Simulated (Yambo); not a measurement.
# Ge (Fd-3m) in Yambo: a series of runs

One crystal, Ge, is run at these levels: PBEsol; tasks: optical spectrum, optical spectrum by the Bethe-Salpeter equation, G0W0 quasiparticle levels.

Program: Yambo 5.3.0. These are calculated values, not measurements. Logs are shortened: lines on timing, memory, paths and dates and some standing lists are left out, and cuts for length are marked.

**1. The structure**

The structure is cubic, space group Fd-3m (No. 227). The conventional cell has a = 5.658 Å, b = 5.658 Å, c = 5.658 Å, α = 90.00°, β = 90.00°, γ = 90.00°. Around Ge (site symmetry -43m) lie 4 Ge at 2.45 Å.

**2. Optical spectrum, PBEsol**

Input file optics1.in:

```
optics
chi
Chimod= "HARTREE"
% BndsRnXd
 1 | 39 |
%
NGsBlkXd= 3 Ry
% LongDrXd
 1 | 0 | 0 |
%
% QpntsRXd
 1 | 1 |
%
% EnRngeXd
 0 | 20 | eV
%
% DmRngeXd
 0.1 | 0.1 | eV
%
ETStpsXd= 200
```

Input file scf.in:

```
&CONTROL
  calculation = 'scf'
  prefix = 'pwscf'
  outdir = './tmp'
  pseudo_dir = './pseudo'
/
&SYSTEM
  ibrav = 0
  nat = 2
  ntyp = 1
  ecutwfc = 78
  nbnd = 21
  occupations = 'smearing'
  smearing = 'fd'
  degauss = 0.00367493
  force_symmorphic = .true.
/
&ELECTRONS
  conv_thr = 4d-10
  electron_maxstep = 120
  mixing_beta = 0.5
/
ATOMIC_SPECIES
Ge    72.6300 Ge.upf
CELL_PARAMETERS angstrom
   0.0000000000    2.8289100000    2.8289100000
   2.8289100000    0.0000000000    2.8289100000
   2.8289100000    2.8289100000    0.0000000000
ATOMIC_POSITIONS crystal
Ge     0.7500000000    0.7500000000    0.7500000000
Ge     0.5000000000    0.5000000000    0.5000000000
K_POINTS automatic
8 8 8 0 0 0
```

Input file nscf.in:

```
&CONTROL
  calculation = 'nscf'
  prefix = 'pwscf'
  outdir = './tmp'
  pseudo_dir = './pseudo'
/
&SYSTEM
  ibrav = 0
  nat = 2
  ntyp = 1
  ecutwfc = 78
  nbnd = 164
  occupations = 'smearing'
  smearing = 'fd'
  degauss = 0.00367493
  force_symmorphic = .true.
/
&ELECTRONS
  conv_thr = 1d-08
  diago_full_acc = .true.
  diago_thr_init = 1d-06
/
ATOMIC_SPECIES
Ge    72.6300 Ge.upf
CELL_PARAMETERS angstrom
   0.0000000000    2.8289100000    2.8289100000
   2.8289100000    0.0000000000    2.8289100000
   2.8289100000    2.8289100000    0.0000000000
ATOMIC_POSITIONS crystal
Ge     0.7500000000    0.7500000000    0.7500000000
Ge     0.5000000000    0.5000000000    0.5000000000
K_POINTS automatic
4 4 4 0 0 0
```

Potentials or basis: PseudoDojo 0.4.1 SR PBEsol standard.

Run with:

```
OMP_NUM_THREADS=1 pw.x -in scf.in > scf.out
OMP_NUM_THREADS=1 pw.x -in nscf.in > nscf.out
cd tmp/pwscf.save; p2y; mv SAVE ../..; cd ../..
OMP_NUM_THREADS=1 yambo
OMP_NUM_THREADS=1 yambo -F optics1.in -J optics1 -C optics1_out
```

Yambo's report:

```text
[... sections 02.01 to 02.04 as in the set-up run ...]

  [02.05] Energies & Occupations
  ==============================

  [X] === General ===
  [X] Electronic Temperature                        :  0.258606E-1   300.100    [eV K]
  [X] Bosonic    Temperature                        :  0.258606E-1   300.100    [eV K]
  [X] Finite Temperature mode                       : yes
  [X] El. density                                   :  0.61840E+24 [cm-3]
  [X] Fermi Level                                   :  9.437270 [eV]

  [X] === Gaps and Widths ===
  [X] Conduction Band Min                           :  9.437270 [eV]
  [X] Valence Band Max                              :  9.437270 [eV]
  [X] Filled Bands                                  :  11
  [X] Metallic Bands                                :  12  15
  [X] Empty Bands                                   :   16  164

  [X] === Metallic Characters ===
  [X] N of el / N of met el                         :  28.00000   5.98330
  [X] Average metallic occ.                         :  0.373956

  [WARNING] [X] Metallic system

 [03] Transferred momenta grid and indexing
 ==========================================

 IBZ Q-points                                      :   8
 BZ  Q-points                                      :   64

 K/Q-points units:
 rlu = crystal or reduced units; cc = cartesian coordinates; iku = interal k-units

 Q [1]          [rlu]:  0.000000  0.000000  0.000000
 Q [2]          [rlu]: -0.12946E-17 -0.12946E-17  0.25000
 Q [3]          [rlu]:  0.25892E-17  0.25892E-17 -0.50000
 Q [4]          [rlu]:  0.86959E-17  0.25000      0.25000
 Q [5]          [rlu]: -0.12260E-16  0.25000      0.50000
 Q [6]          [rlu]:  0.25892E-17  0.25000     -0.25000
 Q [7]          [rlu]: -0.17392E-16 -0.50000     -0.50000
 Q [8]          [rlu]:  0.250000 -0.500000 -0.250000

 [WARNING] [Xd] User bands 1-39 break level degeneracy

 [04] Dipoles
 ============

  [04.01] Setup: observables and procedures
  =========================================

  [WF-Oscillators/G space/Transverse up loader] Normalization (few states)  min/max  :  0.84206E-17   1.0000

  [WR./optics1//ndb.dipoles]------------------------------------------------------
   Brillouin Zone Q/K grids (IBZ/BZ)                :    8   64    8   64
   RL vectors                                       :   4477 [WF]
   Fragmentation                                    : yes
   Electronic Temperature                           :  300.1000 [K]
   Bosonic    Temperature                           :  300.1000 [K]
   DIP band range                                   :    1   39
   DIP band range limits                            :  15  12
   DIP e/h energy range                             : -1.000000 -1.000000 [eV]
   RL vectors in the sum                            :   4477
   [r,Vnl] included                                 : yes
   Bands ordered                                    : yes
   Direct v evaluation                              : no
   Approach used                                    : G-space v
   Dipoles computed                                 : R V P [G-space]
   Wavefunctions                                    : Perdew, Burke & Ernzerhof SOL(X)+Perdew, Burke & Ernzerhof SOL(C)

  [WARNING] [r,Vnl^pseudo] included in position and velocity dipoles.

  [WARNING] In case H contains other non local terms, these are neglected

 [05] Optics
 ===========

 [X-CG] R(p) Tot o/o(of R):   1511  22794    100

 [WARNING] The system is a metal but Drude term not included.
```

o-optics1.eps_q1_inv_rpa_dyson:

```text
# Absorption @ Q(1):   1.00000000      0.00000000      0.00000000    [q->0 direction]
#
# [ X ] Hartree size                              :   51
# [GEN] GF Energies                               : Perdew, Burke & Ernzerhof SOL(X)+Perdew, Burke & Ernzerhof SOL(C)
# [GEN] Green`s Function                          : Retarded
#
# [GEN] Gauge                                     : Length
# [GEN] [r,Vnl] included                          : yes
#
#    E[1] [eV]          Im(eps)            Re(eps)            Im(eps_o)          Re(eps_o)
#
        0.000000          -0.877405E-8         12950.2           0.16285E-11         12994.7
        0.100503            6589.44           109.2631            6581.33           99.22972
        0.201005            2110.29           -1527.02            2105.47           -1520.94
        0.301508           788.9282          -998.3442           787.5352          -991.9940
        0.402010           364.2059          -626.0953           363.8202          -620.0707
        0.502513           195.6815          -408.1863           195.7134          -402.2081
[... 192 lines left out ...]
        19.89950           0.069981          -0.116663           0.068194          -0.103971
        20.00000           0.082370          -0.076178           0.096384          -0.080960
#
```

Run time: 86 s. Hardware: 1 thread of Arm Neoverse V2, shared host; peak memory 0.31 GiB.

Results:

| Quantity | Value |
| --- | --- |
| Band gap on the k mesh, mean-field level | none (metal or under the smearing width) |

Dielectric function (along the field direction of the input):
| energy (eV) | real part | imaginary part |
| --- | --- | --- |
| 0.80 | -127.50 | 54.51 |
| 1.21 | 19.90 | 38.68 |
| 1.91 | -88.04 | 26.97 |
| 2.41 | -22.04 | 11.94 |
| 2.91 | 4.83 | 22.05 |
| 3.42 | 11.06 | 43.56 |
| 3.92 | -64.11 | 45.62 |
| 4.32 | -20.04 | 9.61 |
| 4.82 | -27.03 | 12.54 |
| 5.33 | -24.78 | 6.40 |
| 5.83 | -14.92 | 1.69 |
| 6.33 | -11.71 | 3.10 |
| 6.83 | -8.87 | 0.78 |
| 7.24 | -6.70 | 0.54 |
| 7.74 | -4.26 | 0.91 |
| 8.24 | -4.49 | 2.46 |
| 8.74 | -4.15 | 2.69 |
| 9.25 | -1.56 | 7.80 |
| 9.75 | -5.76 | 1.50 |
| 10.25 | -4.98 | 0.63 |
| 10.65 | -3.90 | 0.34 |
| 11.16 | -3.03 | 0.19 |
| 11.66 | -2.38 | 0.76 |
| 12.16 | -2.15 | 0.18 |
| 12.66 | -1.79 | 0.82 |
| 13.17 | -1.82 | 0.50 |
| 13.57 | -1.49 | 0.30 |
| 14.07 | -1.55 | 0.39 |
| 14.57 | -1.33 | 0.33 |
| 15.08 | -1.16 | 0.12 |
| 15.58 | -0.83 | 0.14 |
| 16.08 | -0.93 | 0.53 |
| 16.58 | -0.66 | 0.19 |
| 16.98 | -0.65 | 0.34 |
| 17.49 | -0.61 | 0.17 |
| 17.99 | -0.61 | 0.10 |
| 18.49 | -0.38 | 0.06 |
| 18.99 | -0.26 | 0.08 |
| 19.50 | -0.17 | 0.06 |
| 20.00 | -0.08 | 0.08 |

Caveat: the k mesh is coarse (spacing up to 0.48 Å⁻¹), so the values aren't converged; the intraband (Drude) term of the metal is left out; the ground state has no gap, which makes the many-body step unreliable; spectra need much finer meshes, so this one isn't converged; these spectra lack excitons.

**3. Optical spectrum by the Bethe-Salpeter equation, PBEsol**

Input file bse2.in:

```
optics
bse
bss
rim_cut
em1s
RandQpts= 1000000
RandGvec= 50 RL
Chimod= "HARTREE"
% BndsRnXs
 1 | 39 |
%
NGsBlkXs= 5 Ry
% LongDrXs
 1 | 0 | 0 |
%
BSKmod= "SEX"
BSEmod= "retarded"
BSSmod= "d"
% BSEQptR
 1 | 1 |
%
% BSEBands
 13 | 17 |
%
BSENGexx= 20 Ry
BSENGBlk= 5 Ry
% BEnRange
 0 | 20 | eV
%
% BDmRange
 0.1 | 0.1 | eV
%
BEnSteps= 200
% BLongDir
 1 | 0 | 0 |
%
BSEprop= "abs"
WRbsWF
```

scf.in is that of step 2.

nscf.in is that of step 2.

Potentials or basis: PseudoDojo 0.4.1 SR PBEsol standard.

Run with:

```
OMP_NUM_THREADS=1 pw.x -in scf.in > scf.out
OMP_NUM_THREADS=1 pw.x -in nscf.in > nscf.out
cd tmp/pwscf.save; p2y; mv SAVE ../..; cd ../..
OMP_NUM_THREADS=1 yambo
mkdir -p bse2; ln -s $PWD/g0w00/ndb.RIM bse2/
OMP_NUM_THREADS=1 yambo -F bse2.in -J bse2 -C bse2_out
OMP_NUM_THREADS=1 ypp -J bse2 -C bse2_out -e s -b 1
```

Yambo's report:

```text
[... sections 02.01 to 02.04 as in the set-up run ...]

  [02.05] Energies & Occupations
  ==============================

  [X] === General ===
  [X] Electronic Temperature                        :  0.258606E-1   300.100    [eV K]
  [X] Bosonic    Temperature                        :  0.258606E-1   300.100    [eV K]
  [X] Finite Temperature mode                       : yes
  [X] El. density                                   :  0.61840E+24 [cm-3]
  [X] Fermi Level                                   :  9.437270 [eV]

  [X] === Gaps and Widths ===
  [X] Conduction Band Min                           :  9.437270 [eV]
  [X] Valence Band Max                              :  9.437270 [eV]
  [X] Filled Bands                                  :  11
  [X] Metallic Bands                                :  12  15
  [X] Empty Bands                                   :   16  164

  [X] === Metallic Characters ===
  [X] N of el / N of met el                         :  28.00000   5.98330
  [X] Average metallic occ.                         :  0.373956

  [WARNING] [X] Metallic system

 [03] Transferred momenta grid and indexing
 ==========================================

 [BZ sampling] Q-grid is User defined and/or read from the database

 IBZ Q-points                                      :   8
 BZ  Q-points                                      :   64

 K/Q-points units:
 rlu = crystal or reduced units; cc = cartesian coordinates; iku = interal k-units

 Q [1]          [rlu]:  0.000000  0.000000  0.000000
 Q [2]          [rlu]: -0.12946E-17 -0.12946E-17  0.25000
 Q [3]          [rlu]:  0.25892E-17  0.25892E-17 -0.50000
 Q [4]          [rlu]:  0.86959E-17  0.25000      0.25000
 Q [5]          [rlu]: -0.12260E-16  0.25000      0.50000
 Q [6]          [rlu]:  0.25892E-17  0.25000     -0.25000
 Q [7]          [rlu]: -0.17392E-16 -0.50000     -0.50000
 Q [8]          [rlu]:  0.250000 -0.500000 -0.250000

  [03.01] X + BSE indexes
  =======================

   [03.01.01] Sigma indexes
[... 148 lines left out ...]
     wavefunctions                                    : Perdew, Burke & Ernzerhof SOL(X)+Perdew, Burke & Ernzerhof SOL(C)
     [K] Identifier                                   :   6511
     [K] Dimension                                    :   392
     [K] Bands                                        :  13  17
     [K] Exchange                                     : yes [res]
     [K] Correlation                                  : yes [res]
     [K] Kernel`s coupling                            : no
     [K] Exchange                                     : no [cpl]
     [K] Correlation                                  : no [cpl]
     [K] W interaction is bare                        : no
     [K] ALDA kernel in R-space                       : no
     [K] RL vectors                                   :   531 [exchange]
     [K] RL vectors                                   :   65 [correlation]
     [K] E/h energy range                             : -1.000000 -1.000000 [eV]
     [K] Coupling range                               :  100.0000  100.0000 [o/o]
     [W] Interaction is diagonal                      : no
     [W] Matrix size                                  :   65
     [W] Bands                                        :    1   39
     [W] e/h energy range                             : -1.000000 -1.000000 [eV]
     [W] Poles                                        :  100.0000 [o/o]
     [W] RL vectors in the sum                        :   4477
     [W] [r,Vnl] included                             : yes
     [W] Field direction                              :  0.100000E-4   0.00000      0.00000
     [W] Coulomb Cutoff                               : none
     [W] Hxc Kernel                                   : HARTREE
     [RIM] RL components                              :   51 [col]
     [RIM] Random points                              :  1000000 [col]
     [SOC] Perturbative SOC                           : no
     [K] Kernel long-range exchange                   : BAR

    [07.01.05.03] Wave-Function Phases
    ==================================

    [BSE] WF phases found       :  45.00000 [o/o]

   [07.01.06] BSE solver(s) @q1
   ============================

   [07.01.07] Diago Solver @q1
   ===========================

   [WR./bse2//ndb.BS_diago_Q1]-----------------------------------------------------
    BS kernel          energies                      : Perdew, Burke & Ernzerhof SOL(X)+Perdew, Burke & Ernzerhof SOL(C)
    [K] Identifier                                   :   6511
    [K] Dimension                                    :   392
    [K] Bands                                        :  13  17
    [K] Exchange                                     : yes [res]
    [K] Correlation                                  : yes [res]
    [K] Kernel`s coupling                            : no
    [K] Exchange                                     : no [cpl]
    [K] Correlation                                  : no [cpl]
    [K] W interaction is bare                        : no
    [K] ALDA kernel in R-space                       : no
    [K] RL vectors                                   :   531 [exchange]
    [K] RL vectors                                   :   65 [correlation]
    [K] E/h energy range                             : -1.000000 -1.000000 [eV]
    [K] Coupling range                               :  100.0000  100.0000 [o/o]
    [W] Interaction is diagonal                      : no
    [W] Matrix size                                  :   65
    [W] Bands                                        :    1   39
    [W] e/h energy range                             : -1.000000 -1.000000 [eV]
    [W] Poles                                        :  100.0000 [o/o]
    [W] RL vectors in the sum                        :   4477
    [W] [r,Vnl] included                             : yes
    [W] Field direction                              :  0.100000E-4   0.00000      0.00000
    [W] Coulomb Cutoff                               : none
    [W] Hxc Kernel                                   : HARTREE
    [RIM] RL components                              :   51 [col]
    [RIM] Random points                              :  1000000 [col]
    [SOC] Perturbative SOC                           : no
    [K] Kernel long-range exchange                   : BAR
    [BSS] Eigenstates included                       : yes
    [BSS] Field direction                            :  0.100000E-4   0.00000      0.00000
    [BSS] Eigenstates computed                       :   392
    [BSS] Number of BSE matrices                     :  1
```

Wall time 2 min (1 thread of Arm Neoverse V2, shared host); peak memory 0.3 GiB.

Results:

| Quantity | Value |
| --- | --- |
| Band gap on the k mesh, mean-field level | none (metal or under the smearing width) |

Dielectric function (along the field direction of the input):
| energy (eV) | real part | imaginary part |
| --- | --- | --- |
| 0.30 | 63.79 | 1.55 |
| 1.51 | -99.80 | 306.80 |
| 2.51 | 2.77 | 12.36 |
| 3.52 | -15.87 | 43.83 |
| 4.52 | -13.81 | 21.61 |
| 5.63 | -11.59 | 1.36 |
| 6.63 | -6.78 | 0.59 |
| 7.64 | -2.83 | 0.60 |
| 8.64 | -3.47 | 1.52 |
| 9.65 | -2.86 | 0.18 |
| 10.75 | -1.74 | 0.07 |
| 11.76 | -1.19 | 0.05 |
| 12.76 | -0.85 | 0.05 |
| 13.77 | -0.54 | 0.03 |
| 14.77 | -0.32 | 0.02 |
| 15.88 | -0.13 | 0.02 |
| 16.88 | 0.01 | 0.01 |
| 17.89 | 0.12 | 0.01 |
| 18.89 | 0.22 | 0.01 |
| 20.00 | 0.30 | 0.01 |

Caveat: the k mesh is coarse (spacing up to 0.48 Å⁻¹), so the values aren't converged; the intraband (Drude) term of the metal is left out; the ground state has no gap, which makes the many-body step unreliable; the transitions start from uncorrected Kohn-Sham levels, so peaks lie too low; exciton energies and binding change strongly with the k mesh and aren't converged on this one; spectra need much finer meshes, so this one isn't converged.

(Part 1 of 2 ends here.)
